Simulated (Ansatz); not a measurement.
# GaN: the cost of one run

Program: Ansatz 0.2.0. Level of theory: DFT PBE, scalar-relativistic, plane waves, PAW. These are calculated values, not measurements.

The COD entry's cell or inner coordinates are ideal or old and differ from later refinements, so a difference from it is no clean test against experiment.

### Step 1. The structure to begin with

It takes space group P6_3mc (No. 186, hexagonal). The conventional cell has a = 3.180 Å, b = 3.180 Å, c = 5.166 Å, α = 90.00°, β = 90.00°, γ = 120.00°. Ga (site symmetry 3m) has 4 N at 1.94 to 1.95 Å as nearest neighbours. N (site symmetry 3m) has 4 Ga at 1.94 to 1.95 Å as nearest neighbours.

Structure file:

```cif
data_structure
_symmetry_space_group_name_H-M 'P 1'
_symmetry_Int_Tables_number 1
_cell_length_a 7.5515
_cell_length_b 7.5515
_cell_length_c 10.8489
_cell_angle_alpha 109.011
_cell_angle_beta 109.011
_cell_angle_gamma 93.669
_cell_volume 542.90
loop_
_atom_site_label
_atom_site_type_symbol
_atom_site_fract_x
_atom_site_fract_y
_atom_site_fract_z
_atom_site_occupancy
Ga1 Ga 0.83333 0.16667 0.00000 1
Ga2 Ga 0.33333 0.66667 0.00000 1
Ga3 Ga 0.16667 0.00000 0.16667 1
Ga4 Ga 0.66667 0.50000 0.16667 1
Ga5 Ga 0.50000 0.83333 0.33333 1
Ga6 Ga 0.00000 0.33333 0.33333 1
Ga7 Ga 0.83333 0.66667 0.50000 1
Ga8 Ga 0.33333 0.16667 0.50000 1
Ga9 Ga 0.16667 0.50000 0.66667 1
Ga10 Ga 0.66667 0.00000 0.66667 1
Ga11 Ga 0.50000 0.33333 0.83333 1
Ga12 Ga 0.00000 0.83333 0.83333 1
Ga13 Ga 0.41667 0.08333 0.00000 1
Ga14 Ga 0.91667 0.58333 0.00000 1
Ga15 Ga 0.75000 0.91667 0.16667 1
Ga16 Ga 0.25000 0.41667 0.16667 1
Ga17 Ga 0.08333 0.75000 0.33333 1
Ga18 Ga 0.58333 0.25000 0.33333 1
Ga19 Ga 0.41667 0.58333 0.50000 1
Ga20 Ga 0.91667 0.08333 0.50000 1
Ga21 Ga 0.75000 0.41667 0.66667 1
Ga22 Ga 0.25000 0.91667 0.66667 1
Ga23 Ga 0.08333 0.25000 0.83333 1
Ga24 Ga 0.58333 0.75000 0.83333 1
N1 N 0.02083 0.35417 0.00000 1
N2 N 0.52083 0.85417 0.00000 1
N3 N 0.35417 0.18750 0.16667 1
N4 N 0.85417 0.68750 0.16667 1
N5 N 0.68750 0.02083 0.33333 1
N6 N 0.18750 0.52083 0.33333 1
N7 N 0.02083 0.85417 0.50000 1
N8 N 0.52083 0.35417 0.50000 1
N9 N 0.35417 0.68750 0.66667 1
N10 N 0.85417 0.18750 0.66667 1
N11 N 0.68750 0.52083 0.83333 1
N12 N 0.18750 0.02083 0.83333 1
N13 N 0.60417 0.27083 0.00000 1
N14 N 0.10417 0.77083 0.00000 1
N15 N 0.93750 0.10417 0.16667 1
N16 N 0.43750 0.60417 0.16667 1
N17 N 0.27083 0.93750 0.33333 1
N18 N 0.77083 0.43750 0.33333 1
N19 N 0.60417 0.77083 0.50000 1
N20 N 0.10417 0.27083 0.50000 1
N21 N 0.93750 0.60417 0.66667 1
N22 N 0.43750 0.10417 0.66667 1
N23 N 0.27083 0.43750 0.83333 1
N24 N 0.77083 0.93750 0.83333 1
```

The runs take a perfect supercell of 48 atoms; the defect goes to fractional position (0.833, 0.167, 0.000).

### Step 2. The perfect supercell

input.yaml reads:

```yaml
crystal:
  lattice:
    - [-4.77, 2.753961, 5.166]
    - [4.77, -2.753961, 5.166]
    - [4.77, 8.261882, -5.166]
  atoms:
    - { symbol: Ga, position: [0.833333, 0.166667, 0.0] }
    - { symbol: Ga, position: [0.333333, 0.666667, 0.0] }
    - { symbol: Ga, position: [0.166666, 0.0, 0.166667] }
    - { symbol: Ga, position: [0.666666, 0.5, 0.166667] }
    - { symbol: Ga, position: [0.5, 0.833334, 0.333333] }
    - { symbol: Ga, position: [0.0, 0.333334, 0.333333] }
    - { symbol: Ga, position: [0.833333, 0.666667, 0.5] }
    - { symbol: Ga, position: [0.333333, 0.166667, 0.5] }
    - { symbol: Ga, position: [0.166666, 0.5, 0.666667] }
    - { symbol: Ga, position: [0.666666, 0.0, 0.666667] }
    - { symbol: Ga, position: [0.5, 0.333334, 0.833333] }
    - { symbol: Ga, position: [0.0, 0.833334, 0.833333] }
    - { symbol: Ga, position: [0.416667, 0.083333, 0.0] }
    - { symbol: Ga, position: [0.916667, 0.583333, 0.0] }
    - { symbol: Ga, position: [0.75, 0.916666, 0.166667] }
    - { symbol: Ga, position: [0.25, 0.416666, 0.166667] }
    - { symbol: Ga, position: [0.083334, 0.75, 0.333333] }
    - { symbol: Ga, position: [0.583334, 0.25, 0.333333] }
    - { symbol: Ga, position: [0.416667, 0.583333, 0.5] }
    - { symbol: Ga, position: [0.916667, 0.083333, 0.5] }
    - { symbol: Ga, position: [0.75, 0.416666, 0.666667] }
    - { symbol: Ga, position: [0.25, 0.916666, 0.666667] }
    - { symbol: Ga, position: [0.083334, 0.25, 0.833333] }
    - { symbol: Ga, position: [0.583334, 0.75, 0.833333] }
    - { symbol: "N", position: [0.020833, 0.354167, 0.0] }
    - { symbol: "N", position: [0.520833, 0.854167, 0.0] }
    - { symbol: "N", position: [0.354166, 0.1875, 0.166667] }
    - { symbol: "N", position: [0.854166, 0.6875, 0.166667] }
    - { symbol: "N", position: [0.6875, 0.020834, 0.333333] }
    - { symbol: "N", position: [0.1875, 0.520834, 0.333333] }
    - { symbol: "N", position: [0.020833, 0.854167, 0.5] }
    - { symbol: "N", position: [0.520833, 0.354167, 0.5] }
    - { symbol: "N", position: [0.354166, 0.6875, 0.666667] }
    - { symbol: "N", position: [0.854166, 0.1875, 0.666667] }
    - { symbol: "N", position: [0.6875, 0.520834, 0.833333] }
    - { symbol: "N", position: [0.1875, 0.020834, 0.833333] }
    - { symbol: "N", position: [0.604167, 0.270833, 0.0] }
    - { symbol: "N", position: [0.104167, 0.770833, 0.0] }
    - { symbol: "N", position: [0.9375, 0.104166, 0.166667] }
    - { symbol: "N", position: [0.4375, 0.604166, 0.166667] }
    - { symbol: "N", position: [0.270834, 0.9375, 0.333333] }
    - { symbol: "N", position: [0.770834, 0.4375, 0.333333] }
    - { symbol: "N", position: [0.604167, 0.770833, 0.5] }
    - { symbol: "N", position: [0.104167, 0.270833, 0.5] }
    - { symbol: "N", position: [0.9375, 0.604166, 0.666667] }
    - { symbol: "N", position: [0.4375, 0.104166, 0.666667] }
    - { symbol: "N", position: [0.270834, 0.4375, 0.833333] }
    - { symbol: "N", position: [0.770834, 0.9375, 0.833333] }
basis:
  ecutwfc: 420
  fft_grid_basis: typed
kpoints:
  mp_grid: { grid: [2, 2, 2] }
hamiltonian:
  xc: pbe
  pseudopotentials: { kind: paw }
scf:
  occupations: { method: gaussian, width: 0.05 }
output:
  forces: true
  stress: false
  eigenvalues: true
  bader: false
  write_density: true
  volumetric_format: npy
```

The run is started by

```
$ ansatz run input.yaml --threads 8 --pin off --max-ram 16384MiB --backend cpu --events-out ev --progress --plain --runs-dir out
```

**Question.** How long does this run take on 8 threads of Intel Xeon Platinum 8488C (Sapphire Rapids), shared host, and how much memory does it need?

About 5.5 s, with a peak of 3.4 GiB.
